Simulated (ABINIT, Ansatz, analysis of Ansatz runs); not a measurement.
# Preparing AlN (P6_3mc) as a host crystal

Aim: the runs on the perfect crystal AlN (P6_3mc) that a defect calculation needs first.

Method: plane-wave PAW DFT, LDA; relaxation of the host's cell and atoms, in the first sound run; inputs show where later runs differ, in Ansatz 0.2.0.

### Step 1. Starting point

Symmetry: P6_3mc, No. 186, hexagonal system. The conventional cell has a = 3.129 Å, b = 3.129 Å, c = 5.017 Å, α = 90.00°, β = 90.00°, γ = 120.00°. Al has 4 N at 1.90 to 1.91 Å nearest. Nearest to N lie 4 Al at 1.90 to 1.91 Å. Farther neighbours and most contacts between anions are not listed.

### Step 2. Host cell relaxation

Cell and atoms are relaxed together, until forces and stress fall under their thresholds.

Input file cell/input.yaml:

```yaml
crystal:
  lattice:
    - [3.1285881, 0.0, 0.0]
    - [-1.5642941, 2.7094368, 0.0]
    - [0.0, 0.0, 5.016955]
  atoms:
    - { symbol: Al, position: [0.66666667, 0.33333333, 0.499287] }
    - { symbol: Al, position: [0.33333333, 0.66666667, 0.999287] }
    - { symbol: "N", position: [0.66666667, 0.33333333, 0.880713] }
    - { symbol: "N", position: [0.33333333, 0.66666667, 0.380713] }
basis:
  ecutwfc: 420
  xc_grid: 2
hamiltonian:
  xc: lda
kpoints:
  mp_grid: { grid: [10, 10, 6] }
scf:
  occupations: { method: fixed }
  max_iter: 100
relax:
  f_tol: 0.005
  max_steps: 60
  cell: {}
output:
  forces: true
  stress: true
checkpoint:
  write: "../cell.run"
  compress: false
  write_wavefunctions: false
  write_every: 100000
```

The run is started by

```
$ ansatz run input.yaml --threads 4 --pin off --max-ram 15073MiB --backend cpu --events-out ev --progress --plain --runs-dir out
```

Numbers of over 12 decimals in the logs are rounded to 6 here.

What it wrote:

```text
[... repeated set-up lines and file paths are left out, and long positions are rounded to six places ...]
Engine: ansatz 0.2.0, aarch64-unknown-linux-gnu
Pseudopotentials: kind: paw
Pseudopotential: Al, paw, valence charge 3, recommended cutoff 420 eV (normal), Al.paw.azcp
Pseudopotential: N, paw, valence charge 5, recommended cutoff 420 eV (normal), N.paw.azcp
Functional definition: SPW92
  exchange = slater_x
  correlation = pw_c
Crystal: 4 atoms, lattice volume = 42.527 Å³
Basis set: ecut = 420 eV, 833 PW (Γ), exchange–correlation on 48×48×72 points (8 copies of the dense FFT grid, shifted against one another)
Bands: 12, of which v1, the nominal top of the filled ones, is band 8 counted from 1 (7 counted from 0)
Symmetry: 12 space group operations
Space group: P63mc (ITA 186), of the structure as read, at distance tolerance 3.5e-5 Å
k-points: 56 of 600 (time reversal used)
Non-local potential: Al, projectors of the file, l = 0: 2, l = 1: 2, l = 2: 1
Non-local potential: N, projectors of the file, l = 0: 2, l = 1: 2, l = 2: 1
PAW form: soft (Blöchl's): semilocal exchange-correlation on the pseudo side does not see the compensation charge
PAW frozen core: Al, regenerated for the run's functional, and the local potential with it (the file was generated under x = pbe(κ = 0.804, μ = 0.219515), c = pbe(β = 0.066725))
PAW frozen core: N, regenerated for the run's functional, and the local potential with it (the file was generated under x = pbe(κ = 0.804, μ = 0.219515), c = pbe(β = 0.066725))
PAW one-centre angular grid: Al, 110 points (default); XC on 64 Gauss nodes
PAW one-centre angular grid: N, 110 points (default); XC on 64 Gauss nodes
Initial density: superposition of atomic densities (neutral atoms: chi_scale 0, normalization atom), corrected by the library's trained network
Initial wavefunctions: pseudopotential atomic-orbital guess
Functional: x = slater, c = lda
SCF iter   1: F=—  HF=-1779.684448 eV  |F-HF|=—  |Δ(HF+E_count)|=         —  Δρ=9.24e-3  dr2=4.22e-2  ethr=1.77e-3  ⟨swp⟩=5.0  Hψ=3745  notcnv=0  defer=101
preconditioner: auto → none  [insulator: Δε(μ)=3.995 eV  Ē_g=12.763 eV  n_scr=2 (ndim 8)  ℏωp=22.8 eV  f_vac=0.000  ε∞_Penn≈4.2]
SCF iter   2: F=—  HF=-1779.673821 eV  |F-HF|=—  |Δ(HF+E_count)|=   1.06e-2  Δρ=5.14e-3  dr2=6.60e-3  ethr=2.64e-4  ⟨swp⟩=2.6  Hψ=1599  notcnv=0  defer=112
SCF iter   3: F=—  HF=-1779.671710 eV  |F-HF|=—  |Δ(HF+E_count)|=   2.11e-3  Δρ=1.47e-3  dr2=3.93e-4  ethr=4.12e-5  ⟨swp⟩=2.1  Hψ=1126  notcnv=0  defer=112
SCF iter   4: F=—  HF=-1779.671524 eV  |F-HF|=—  |Δ(HF+E_count)|=   1.86e-4  Δρ=1.12e-4  dr2=2.16e-6  ethr=2.46e-6  ⟨swp⟩=2.6  Hψ=1165  notcnv=0  defer=112
SCF iter   5: F=—  HF=-1779.671524 eV  |F-HF|=—  |Δ(HF+E_count)|=   1.44e-7  Δρ=6.89e-6  dr2=7.87e-9  ethr=1.35e-8  ⟨swp⟩=2.1  Hψ=1120  notcnv=0  defer=1
SCF iter   6: F=-1779.671524 eV  HF=-1779.671524 eV  |F-HF|=6.50e-11  |Δ(HF+E_count)|=   1.72e-9  Δρ=7.38e-7  dr2=1.32e-10  ethr=4.92e-11  ⟨swp⟩=1.5  Hψ=2018  notcnv=0
SCF 1 converged in 6 iterations: F = -1779.671524 eV  dr2 = 1.32e-10
  greatest PAW one-centre occupation: 0.779 electrons in one spin orbital (limit 2), on the N atom at site 3 (counted from 0), in its partial waves of l = 0
relax step   1: F+E_penalty+E_count = -1779.67152418 eV  Δ(F+E_penalty+E_count) = +0.000e0 eV  max|allowed force component| = 3.384e-3 eV/Å  Δτ_max = 0.0000 Å  P = -7.862 GPa  Ω = 42.527 Å³  (6 SCF iters, dr2 threshold 1.00e-7 eV, accepted)
[... the SCF cycles and remarks between the steps are left out from here to the last step ...]
relax step   2: F+E_penalty+E_count = -1779.70692570 eV  Δ(F+E_penalty+E_count) = -3.540e-2 eV  max|allowed force component| = 2.282e-3 eV/Å  Δτ_max = 0.0005 Å  P = -3.897 GPa  Ω = 41.663 Å³  energy of the carried Pulay correction = +3.535e-3 eV  (5 SCF iters, dr2 threshold 4.00e-7 eV, accepted)
relax step   3: F+E_penalty+E_count = -1779.71985062 eV  Δ(F+E_penalty+E_count) = -1.292e-2 eV  max|allowed force component| = 4.783e-3 eV/Å  Δτ_max = 0.0006 Å  P = +0.217 GPa  Ω = 40.847 Å³  energy of the carried Pulay correction = +6.938e-3 eV  (5 SCF iters, dr2 threshold 4.00e-7 eV, accepted)
relax step   4: F+E_penalty+E_count = -1779.71975711 eV  Δ(F+E_penalty+E_count) = +9.350e-5 eV  max|allowed force component| = 1.644e-2 eV/Å  Δτ_max = 0.0010 Å  P = +0.089 GPa  Ω = 40.870 Å³  energy of the carried Pulay correction = +6.843e-3 eV  (4 SCF iters, dr2 threshold 1.29e-7 eV, accepted)
relax step   5: F+E_penalty+E_count = -1779.71971622 eV  Δ(F+E_penalty+E_count) = +4.090e-5 eV  max|allowed force component| = 2.853e-4 eV/Å  Δτ_max = 0.0008 Å  P = +0.010 GPa  Ω = 40.886 Å³  energy of the carried Pulay correction = +6.774e-3 eV  (4 SCF iters, dr2 threshold 3.84e-8 eV, accepted)
relax step   6: F+E_penalty+E_count = -1779.71419101 eV  Δ(F+E_penalty+E_count) = +5.525e-3 eV  max|allowed force component| = 2.322e-4 eV/Å  Δτ_max = 0.0000 Å  P = -0.227 GPa  Ω = 40.886 Å³  stress off target by 2.37e-1 GPa  SCF on the basis re-selected at this cell (its energy is not comparable with the rows above)  (5 SCF iters)
relax step   7: F+E_penalty+E_count = -1779.71440090 eV  Δ(F+E_penalty+E_count) = -2.099e-4 eV  max|allowed force component| = 3.777e-4 eV/Å  Δτ_max = 0.0001 Å  P = -0.002 GPa  Ω = 40.843 Å³  energy of the carried Pulay correction = +1.791e-4 eV  (4 SCF iters, dr2 threshold 1.40e-7 eV, accepted)
iter 1 solved again at ethr=3.25e-9 eV; its pass at ethr=3.10e-3 eV (dr2=5.20e-7 eV) is discarded
SCF iter   1: F=—  HF=-1779.714266 eV  |F-HF|=—  |Δ(HF+E_count)|=         —  Δρ=6.32e-6  dr2=3.57e-9  ethr=3.25e-9  ⟨swp⟩=3.1  Hψ=5803  notcnv=0  defer=112
SCF iter   2: F=—  HF=-1779.714266 eV  |F-HF|=—  |Δ(HF+E_count)|=  2.24e-10  Δρ=2.77e-6  dr2=9.21e-10  ethr=2.23e-11  ⟨swp⟩=2.0  Hψ=1050  notcnv=0  defer=112
SCF iter   3: F=—  HF=-1779.714266 eV  |F-HF|=—  |Δ(HF+E_count)|=  3.43e-11  Δρ=1.31e-6  dr2=1.44e-10  ethr=5.75e-12  ⟨swp⟩=2.6  Hψ=1123  notcnv=0  defer=112
SCF iter   4: F=-1779.714266 eV  HF=-1779.714266 eV  |F-HF|=0.00e0  |Δ(HF+E_count)|=  1.68e-11  Δρ=7.62e-8  dr2=5.60e-13  ethr=1.00e-12  ⟨swp⟩=4.0  Hψ=2230  notcnv=0
SCF 8 converged in 4 iterations: F = -1779.714266 eV  dr2 = 5.60e-13
relax step   8: F+E_penalty+E_count = -1779.71426619 eV  Δ(F+E_penalty+E_count) = +1.347e-4 eV  max|allowed force component| = 3.499e-4 eV/Å  Δτ_max = 0.0000 Å  P = -0.006 GPa  Ω = 40.843 Å³  stress off target by 1.41e-2 GPa  SCF on the basis re-selected at this cell (its energy is not comparable with the rows above)  (4 SCF iters)
basis re-selected at this cell: Δ(F+E_penalty+E_count) = +1.347e-4 eV, ΔP = -0.004 GPa vs the last step (what re-selecting the basis moved, of the pressure what is left beyond the Pulay correction that the steps carried, after the strain that the cell walked [...]
SCF converged after 4 iterations
Free energy (F): -1779.714266 eV
Harris-Foulkes:  -1779.714266 eV  (|F-HF|=0.00e0)
Internal energy: -1779.714266 eV  (E = F + TS)
E sigma→0 (E₀):  -1779.714266 eV
Fermi energy:    7.102206 eV
--- Per-component energies (eV) ---
  E_band       = 29.471575
  E_kinetic    = 319.537224
  E_local      = -445.262559  (includes V_loc(G=0)·N_el)
  E_nonlocal   = 115.277781
  E_hartree    = 152.626346
  E_xc         = -201.677463
  E_vxc        = -215.783124  (∫ρ·V_xc dr)
  E_paw        = -1124.219224  (= ΣΔE_a)
  E_vpaw       = -49.550624  (= ΣTr[D̂ρ^β])
  E_aug_tail   = 0.000182  (compensation charges beyond the density's cutoff)
  E_ewald      = -596.268074
  E_core_change = 0.271521  (= ΣΔE_core)
  E_smearing   = -0.000000  (= −TS)
  E_closure    = -0.000000  (closes the sum)
  Σ components = -1779.714266   (vs F -1779.714266, Δ=0.00e0)
--- Forces (eV/Å), atoms counted from 1 ---
  atom   1  Al    -0.00000000     0.00000000    -0.00034989
  atom   2  Al     0.00000000    -0.00000000    -0.00034989
  atom   3  N     -0.00000000    -0.00000000     0.00034991
  atom   4  N      0.00000000     0.00000000     0.00034991
  max |Σ_I F_I| component: 3.56e-8 eV/Å
--- Stress (GPa, compression-positive) ---
       -0.014118       0.000000      -0.000000
        0.000000      -0.014118       0.000000
       -0.000000       0.000000       0.009749
  P = ⅓ Tr σ = -0.0062 GPa (-0.062 kbar)
--- Relaxed structure (6 steps of the walk, 6 accepted, 2 SCFs on fresh bases) ---
  F+E_penalty+E_count = -1779.71426619 eV   max|allowed force component| = 3.499e-4 eV/Å   (the final SCF, on the basis selected at the relaxed cell)
  cell:  # Å, volume = 40.8431 Å³
    - [3.088849, 2.850084288695497e-8, 0]
    - [-1.544425, 2.675022, 0]
    - [0, 0, 4.943044]
  atoms:
    - { symbol: Al, position: [0.666667, 0.333333, 0.499004] }
    - { symbol: Al, position: [0.333333, 0.666667, 0.999004] }
    - { symbol: N, position: [0.666667, 0.333333, 0.880996] }
    - { symbol: N, position: [0.333333, 0.666667, 0.380996] }
```

Wall time 5.5 s (4 threads of Arm Neoverse V1, shared host); peak memory 0.34 GiB.

Step by step:

| step | energy less that of the first step (eV) | largest force component (eV/Å) | pressure (GPa) | volume (Å³) |
| --- | --- | --- | --- | --- |
| 1 | 0.0000 | 0.0034 | -7.86 | 42.53 |
| 2 | -0.0354 | 0.0023 | -3.90 | 41.66 |
| 3 | -0.0483 | 0.0048 | 0.22 | 40.85 |
| 4 | -0.0482 | 0.0164 | 0.09 | 40.87 |
| 5 | -0.0482 | 0.0003 | 0.01 | 40.89 |
| 6 | -0.0427 | 0.0002 | -0.23 | 40.89 |
| 7 | -0.0429 | 0.0004 | 0.00 | 40.84 |
| 8* | -0.0427 | 0.0003 | -0.01 | 40.84 |

Relaxation steps marked * repeat the geometry before them on a plane-wave basis chosen anew for their cell, so energy and pressure can jump there. The log counts 2 steps on a newly chosen plane-wave basis, not all of them marked here; energy and pressure can jump at such steps.

The run keeps the 12 symmetry operations that it works with, so distortions that break them were not tested.

| conventional cell, symmetrised | before | after | change |
| --- | --- | --- | --- |
| a (Å) | 3.129 | 3.089 | -1.3 % |
| b (Å) | 3.129 | 3.089 | -1.3 % |
| c (Å) | 5.017 | 4.943 | -1.5 % |
| volume (Å³/atom) | 10.63 | 10.21 | -4.0 % |

Final coordinates:

```xyz
4
Lattice="3.0888 0.0000 0.0000 -1.5444 2.6750 0.0000 0.0000 0.0000 4.9430" Properties=species:S:1:pos:R:3 pbc="T T T"
Al    1.5444    0.8917    2.4666
Al    0.0000    1.7833    4.9381
N     1.5444    0.8917    4.3548
N     0.0000    1.7833    1.8833
```

This step gave:

```yaml
pressure: -0.006162 GPa
```

The relaxation ends with a largest force component of 3.5e-4 eV/Å and a pressure of -0.01 GPa.

(Continued in part 2 of 3.)

[Logs are printed without paths, hosts, clocks, repeated set-up lines and the standing remarks that a program may print on its own settings, such as how far it seeks lower states.]

[Hosts, paths, dates, database ids (printed as entryN), source tags and the programs' standing remarks are cut or masked in the printed files.]

[Runs of the host that timed out are not shown.]

[For some hosts the program warned that the k-mesh of the response run may be too coarse for force constants and the static dielectric constant; such warnings are not always shown.]
